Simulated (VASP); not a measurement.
# Hf (Im-3m) in VASP: further runs

One crystal, Hf, is run at these levels: PBE+D3(BJ); tasks: single point, relaxation of cell and atoms.

Everything below comes from runs of VASP 6.6.1. Logs are shortened: lines on timing, memory, paths and dates and some standing lists are left out, and cuts for length are marked.

## (1) Starting point

Symmetry: Im-3m, No. 229, cubic system. Conventional cell: a = 3.545 Å, b = 3.545 Å, c = 3.545 Å, α = 90.00°, β = 90.00°, γ = 90.00°. Hf (site symmetry m-3m) is surrounded by 8 Hf at 3.07 Å.

This isn't the form of Hf at room conditions, which is hcp.

## (2) Single point, PBE+D3(BJ) (relaxed again under DFT PBE+D3(BJ), scalar-relativistic, plane waves, PAW)

Contents of INCAR:

```
  ALGO = Fast
  EDIFF = 1E-6
  ENCUT = 520
  GGA = PE
  ISIF = 2
  ISMEAR = 0
  IVDW = 12
  LASPH = T
  LCHARG = F
  LREAL = F
  LWAVE = F
  NBANDS = 11
  NELM = 100
  PREC = Accurate
  SIGMA = 0.1
```

Contents of KPOINTS:

```
k-points
0
Gamma
  16 16 16
```

Contents of POSCAR:

```
Hf
1.0
   -1.7523371480      1.7523371480      1.7523371480
    1.7523371480     -1.7523371480      1.7523371480
    1.7523371480      1.7523371480     -1.7523371480
Hf
1
Direct
    0.0000000000      0.0000000000      0.0000000000
```

Potentials or basis: VASP PAW PBE potentials, release 64 (Hf_pv).

The run is started by

```
> cat potpaw_PBE.64/Hf_pv/POTCAR > POTCAR
> mpirun -np 1 vasp_std > vasp.out
```

OUTCAR:

```text
EDIFF = 1E-6
   ENCUT = 520
   GGA = PE
   ISIF = 2
   ISMEAR = 0
   IVDW = 12
   LASPH = T
   LREAL = F
   NELM = 100
   PREC = Accurate
 IVDW          = 12

 ion  position               nearest neighbor table
   1  0.000  0.000  0.000-

  LATTYP: Found a body centered cubic cell.
 ALAT       =     3.5046742960

  Lattice vectors:

 A1 = (  -1.7523371480,   1.7523371480,   1.7523371480)
 A2 = (   1.7523371480,  -1.7523371480,   1.7523371480)
 A3 = (   1.7523371480,   1.7523371480,  -1.7523371480)

Analysis of symmetry for initial positions (statically):
=====================================================================
 Subroutine PRICEL returns:
 Original cell was already a primitive cell.

 Routine SETGRP: Setting up the symmetry group for a
 body centered cubic supercell.

 Subroutine GETGRP returns: Found 48 space group operations
 (whereof 48 operations were pure point group operations)
 out of a pool of 48 trial point group operations.

The static configuration has the point symmetry O_h .

Analysis of symmetry for dynamics (positions and initial velocities):
=====================================================================
 Subroutine PRICEL returns:
 Original cell was already a primitive cell.

 Routine SETGRP: Setting up the symmetry group for a
 body centered cubic supercell.

 Subroutine GETGRP returns: Found 48 space group operations
 (whereof 48 operations were pure point group operations)
 out of a pool of 48 trial point group operations.

The dynamic configuration has the point symmetry O_h .

 Subroutine INISYM returns: Found 48 space group operations
 (whereof 48 operations are pure point group operations),
 and found     1 'primitive' translations

----------------------------------------------------------------------------------------

                                     Primitive cell

  volume of cell :      21.5235

  direct lattice vectors                    reciprocal lattice vectors
    -1.752337148  1.752337148  1.752337148     0.000000000  0.285333219  0.285333219
     1.752337148 -1.752337148  1.752337148     0.285333219  0.000000000  0.285333219
     1.752337148  1.752337148 -1.752337148     0.285333219  0.285333219  0.000000000

  length of vectors
     3.035136972  3.035136972  3.035136972     0.403522109  0.403522109  0.403522109

  position of ions in fractional coordinates (direct lattice)
     0.000000000  0.000000000  0.000000000

  ion indices of the primitive-cell ions
   primitive index   ion index
                 1           1

----------------------------------------------------------------------------------------

 KPOINTS: k-points

Automatic generation of k-mesh.
 Grid dimensions read from file:
 generate k-points for:   16   16   16

 Generating k-lattice:

  Cartesian coordinates                     Fractional coordinates (reciprocal lattice)
     0.000000000  0.017833326  0.017833326     0.062500000  0.000000000  0.000000000
     0.017833326  0.000000000  0.017833326     0.000000000  0.062500000  0.000000000
     0.017833326  0.017833326  0.000000000     0.000000000  0.000000000  0.062500000

  Length of vectors
     0.025220132  0.025220132  0.025220132

  Shift w.r.t. Gamma in fractional coordinates (k-lattice)
     0.000000000  0.000000000  0.000000000

 Subroutine IBZKPT returns following result:
 ===========================================

 Found    145 irreducible k-points:

 Following reciprocal coordinates:
            Coordinates               Weight
  0.000000  0.000000  0.000000      1.000000
  0.062500  0.000000  0.000000     12.000000
  0.125000  0.000000  0.000000     12.000000
  0.187500  0.000000  0.000000     12.000000
  0.250000  0.000000  0.000000     12.000000
  0.312500  0.000000  0.000000     12.000000
[... 16 lines left out ...]
  0.187500  0.187500  0.000000     24.000000
  0.250000  0.187500  0.000000     48.000000
 [... further k-points ...]
   k-points           NKPTS =    145   k-points in BZ     NKDIM =    145   number of bands    NBANDS=     11
   number of dos      NEDOS =    301   number of ions     NIONS =      1
   total plane-waves  NPLWV =  13824
   dimension x,y,z NGX =    24 NGY =   24 NGZ =   24
   dimension x,y,z NGXF=    48 NGYF=   48 NGZF=   48
   ions per type =               1
   NGX,Y,Z   is equivalent  to a cutoff of  13.15, 13.15, 13.15 a.u.
   NGXF,Y,Z  is equivalent  to a cutoff of  26.29, 26.29, 26.29 a.u.
 SYSTEM =  unknown system
   PREC   = accura    normal or accurate (medium, high low for compatibility)
   ISTART =      0    job   : 0-new  1-cont  2-samecut
   ICHARG =      2    charge: 1-file 2-atom 10-const
   ISPIN  =      1    spin polarized calculation?
   LNONCOLLINEAR =      F non collinear calculations
   LSORBIT =      F    spin-orbit coupling
   LASPH  =      T    aspherical Exc in radial PAW
   ENCUT  =  520.0 eV  38.22 Ry    6.18 a.u.   5.64  5.64  5.64*2*pi/ulx,y,z
   NELM   =    100;   NELMIN=  2; NELMDL= -5     # of ELM steps
   EDIFF  = 0.1E-05   stopping-criterion for ELM
   LREAL  =      F    real-space projection
   EDIFFG = 0.1E-04   stopping-criterion for IOM
   NSW    =      0    number of steps for IOM
   IBRION =     -1    ionic relax: 0-MD 1-quasi-New 2-CG
   NFREE  =      0    steps in history (QN), initial steepest desc. (CG)
   ISIF   =      2    stress and relaxation
   ISYM   =      2    0-nonsym 1-usesym 2-fastsym
   POTIM  = 0.5000    time-step for ionic-motion
   TEBEG  =    0.0;   TEEND  =   0.0 temperature during run
   PSTRESS=    0.0 pullay stress
   NELECT =      10.0000    total number of electrons
   NUPDOWN=      -1.0000    fix difference up-down
   EMIN   =  10.00;   EMAX   =-10.00  energy-range for DOS
   EFERMI =   0.00;   METHOD = LEGACY
   ISMEAR =     0;   SIGMA  =   0.10  broadening in eV -4-tet -1-fermi 0-gaus
   EFERMI_NEDOS =   21; number of points for ismear=-14 and -15
   IALGO  =     68    algorithm
   IMIX   =      4    mixing-type and parameters
     AMIX     =   0.40;   BMIX     =  1.00
     AMIX_MAG =   1.60;   BMIX_MAG =  1.00
  volume/ion in A,a.u.               =      21.52       145.25
  Fermi-wavevector in a.u.,A,eV,Ry     =   1.267955  2.396087 21.874220  1.607710
  Thomas-Fermi vector in A             =   2.401075
   LORBIT       =      0    0 simple, 1 ext, 2 COOP (PROOUT), +10 PAW based schemes
   GGA     = PE    functional components
   LHFCALC =     F    Hartree Fock is set to
   AEXX    =    0.0000 exact exchange contribution
   IVDW    =    12    specifies the selected vdW correction
   LEPSILON=     F    determine dielectric tensor
   LRPA    =     F    only Hartree local field effects (RPA)
 non-spin polarized calculation
 RMM-DIIS sequential band-by-band and
 Gauss-broadening in eV      SIGMA  =   0.10
  energy-cutoff  :      520.00
  volume of cell :       21.52
 maximum number of plane-waves:       603
   NGX = 11   NGY = 11   NGZ = 11

 number of electron      10.0000000 magnetization

 number of electron       9.9999999 magnetization

 Free energy of the ion-electron system (eV)
  ---------------------------------------------------
  ext. energy  EPLUGINS =         0.00000000
  ---------------------------------------------------
  free energy    TOTEN  =        -9.74229052 eV

  energy without entropy =       -9.73520970  energy(sigma->0) =       -9.73875011

 E-fermi :   4.8382     XC(G=0): -11.4596

 val. band max:        4.8283273991   @ k =   0.2500   0.2500   0.0000
 cond. band min:       4.8685639411   @ k =   0.3125   0.1875   0.0625
 fundamental gap:      0.0402365420
 Fermi energy:         4.8381767478

 k-point     1 :       0.0000    0.0000    0.0000
  band No.  band energies     occupation
      1     -24.8424      2.00000
      2     -24.8424      2.00000
      3     -24.8424      2.00000
      4      -2.3210      2.00000
      5       6.3997      0.00000
      6       6.3997      0.00000
      7       6.3997      0.00000
      8       9.2924      0.00000
      9       9.2924      0.00000
     10      18.3108      0.00000
     11      18.3108      0.00000

 k-point     2 :       0.0625    0.0000    0.0000
  band No.  band energies     occupation
      1     -24.8807      2.00000
      2     -24.8542      2.00000
      3     -24.8426      2.00000
      4      -2.1694      2.00000
      5       6.2910      0.00000
      6       6.3585      0.00000
      7       6.5492      0.00000
      8       9.1120      0.00000
      9       9.2896      0.00000
     10      18.4598      0.00000
     11      18.5906      0.00000

 k-point     3 :       0.1250    0.0000    0.0000
  band No.  band energies     occupation
      1     -24.9882      2.00000
      2     -24.8875      2.00000
      3     -24.8431      2.00000
      4      -1.7312      2.00000
      5       5.9997      0.00000
      6       6.1822      0.00000
      7       6.9926      0.00000
      8       8.7850      0.00000
      9       9.2942      0.00000
     10      18.8152      0.00000
     11      19.3922      0.00000

 k-point     4 :       0.1875    0.0000    0.0000
  band No.  band energies     occupation
      1     -25.1455      2.00000
      2     -24.9370      2.00000
      3     -24.8440      2.00000
      4      -1.0598      2.00000
      5       5.6055      0.00000
      6       5.8129      0.00000
      7       7.7144      0.00000
      8       8.6501      0.00000
      9       9.3370      0.00000
     10      18.2468      0.00000
     11      19.0143      0.00000
[... 239 lines left out ...]
 k-point    22 :       0.4375    0.1250    0.0000
  band No.  band energies     occupation
      1     -25.7269      2.00000
      2     -25.1887      2.00000
      3     -24.8972      2.00000
      4       1.7917      2.00000
      5       4.3135      2.00000
      6       5.5683      0.00000
      7       8.9483      0.00000
      8      10.3468      0.00000
      9      13.2480      0.00000
     10      14.7502      0.00000
     11      16.4557      0.00000

 k-point    23 :       0.1875    0.1875    0.0000
  band No.  band energies     occupation
      1     -25.4814      2.00000
      2     -25.0661      2.00000
      3     -24.9099      2.00000
      4       0.9127      2.00000
      5       4.6164      1.99829
      6       4.9873      0.03493
      7       8.4599      0.00000
      8      10.0218      0.00000
      9      10.3413      0.00000
     10      17.4887      0.00000
     11      19.8177      0.00000

 k-point    24 :       0.2500    0.1875    0.0000
  band No.  band energies     occupation
      1     -25.5736      2.00000
      2     -25.1438      2.00000
      3     -24.9221      2.00000
      4       1.6502      2.00000
      5       4.3406      2.00000
      6       4.8736      0.61639
      7       8.6898      0.00000
      8      10.0768      0.00000
      9      11.5762      0.00000
     10      16.2961      0.00000
     11      18.8751      0.00000

 [... further k-points ...]

------------------------ aborting loop because EDIFF is reached ----------------------------------------

 Edisp (eV)   -0.46854

 E8    (eV) :    -0.2514

  FORCE on cell =-STRESS in cart. coord.  units (eV):
  Direction    XX          YY          ZZ          XY          YZ          ZX
  --------------------------------------------------------------------------------------
  -------------------------------------------------------------------------------------
  Total      -0.03978    -0.03978    -0.03978     0.00000     0.00000     0.00000
  in kB      -2.96106    -2.96106    -2.96106     0.00000     0.00000     0.00000
  external pressure =       -2.96 kB  Pullay stress =        0.00 kB

 VOLUME and BASIS-vectors are now :
 -----------------------------------------------------------------------------
  energy-cutoff  :      520.00
  volume of cell :       21.52
      direct lattice vectors                 reciprocal lattice vectors
    -1.752337148  1.752337148  1.752337148     0.000000000  0.285333219  0.285333219
     1.752337148 -1.752337148  1.752337148     0.285333219  0.000000000  0.285333219
     1.752337148  1.752337148 -1.752337148     0.285333219  0.285333219  0.000000000

 POSITION                                       TOTAL-FORCE (eV/Angst)
 -----------------------------------------------------------------------------------
      0.00000      0.00000      0.00000         0.000000     -0.000000      0.000000
 -----------------------------------------------------------------------------------
    total drift:                                0.000000      0.000000      0.000000

  FREE ENERGIE OF THE ION-ELECTRON SYSTEM (eV)
  ---------------------------------------------------
  free  energy   TOTEN  =       -10.2108299707 eV

  energy  without entropy=      -10.2037491527  energy(sigma->0) =      -10.20728956
```

Run time: 17 s. Hardware: 1 thread of Intel Xeon Platinum 8488C (Sapphire Rapids), shared host; peak memory 0.16 GiB.

Results:

| Property | Result |
| --- | --- |
| Free energy | -10.2108 eV |
| Pressure | -0.3 GPa |
| Band gap on the k mesh | none (metal or under the smearing width) |
| Dispersion energy per atom | -0.469 eV |

Caveat: pairwise dispersion overbinds metals, which lowers pressure and volume. Spin-orbit coupling is left out, which matters for the levels of Hf.

## (3) Relaxation of cell and atoms, PBE+D3(BJ)

Contents of INCAR:

```
SYSTEM = Hf
ALGO     = Normal         ! electronic algorithm
EDIFF    = 1E-6           ! SCF threshold, eV
EDIFFG   = -0.005         ! ionic threshold
ENCUT    = 600            ! plane-wave cutoff, eV
GGA      = PE             ! functional
IBRION   = 2              ! ionic algorithm
ISIF     = 3              ! what is computed and relaxed
ISMEAR   = 0              ! smearing method
IVDW     = 12             ! dispersion correction
LASPH    = .TRUE.         ! aspherical terms in the spheres
LCHARG   = .FALSE.        ! write CHGCAR
LREAL    = .FALSE.        ! projectors in reciprocal space
LWAVE    = .FALSE.        ! write WAVECAR
NELM     = 100            ! most SCF steps
NSW      = 70             ! ionic steps
PREC     = Accurate       ! precision mode
SIGMA    = 0.1            ! smearing width, eV
```

Contents of KPOINTS:

```
k-points
0
G
  16 16 16
  0 0 0
```

Contents of POSCAR:

```
Hf
1.0
   -1.7723126184      1.7723126184      1.7723126184
    1.7723126184     -1.7723126184      1.7723126184
    1.7723126184      1.7723126184     -1.7723126184
Hf
1
Direct
    0.0000000000      0.0000000000      0.0000000000
```

Potentials or basis: VASP PAW PBE potentials, release 64 (Hf_pv).

The run is started by

```
> cat potpaw_PBE.64/Hf_pv/POTCAR > POTCAR
> mpirun -np 1 vasp_std > vasp.out
```

Wall time 58 s (1 thread of Intel Xeon Platinum 8488C (Sapphire Rapids), shared host); peak memory 0.2 GiB.

The run converged. Its results:

| Item | Value |
| --- | --- |
| Free energy | -10.2111 eV |
| Relaxed volume | 21.46 Å³/atom |
| Relaxed cell | a = 3.032 Å, b = 3.032 Å, c = 3.032 Å, α = 109.47°, β = 109.47°, γ = 109.47° |
| Space group after relaxing (to 0.05 Å) | Im-3m (No. 229) |
| Energy gained by relaxing | 9.7 meV/atom |
| Ionic steps | 3 |
| Pressure after relaxing | 0.0 GPa |
| Band gap on the k mesh | none (metal or under the smearing width) |
| Dispersion energy per atom | -0.470 eV |

The path:
```csv
step,energy change (eV),largest force (eV/Å),pressure (GPa),volume (Å³)
1,0.0000,0.0000,-3.74,22.27
2,0.0015,0.0000,4.48,20.64
3,-0.0097,0.0000,-0.03,21.46
```

Final structure:
```
Hf
1.0
    -1.75072    1.75072    1.75072
     1.75072   -1.75072    1.75072
     1.75072    1.75072   -1.75072
Hf
1
Direct
  0.00000 0.00000 0.00000
```

Levels at points of the mesh, in eV from the Fermi level:
```tsv
k point	band 2	band 3	band 4	band 5	band 6	band 7	band 8	band 9
(0.00, 0.00, 0.00)	-29.67	-29.67	-7.17	1.56	1.56	1.56	4.46	4.46
(0.50, 0.00, 0.00)	-29.97	-29.67	-3.50	-0.56	1.23	4.32	5.36	7.99
(0.50, 0.50, 0.50)	-30.32	-30.32	-2.75	-2.75	7.10	7.10	7.10	7.57
```

Caveat: pairwise dispersion overbinds metals, which lowers pressure and volume.

(Part 1 of 2 ends here.)
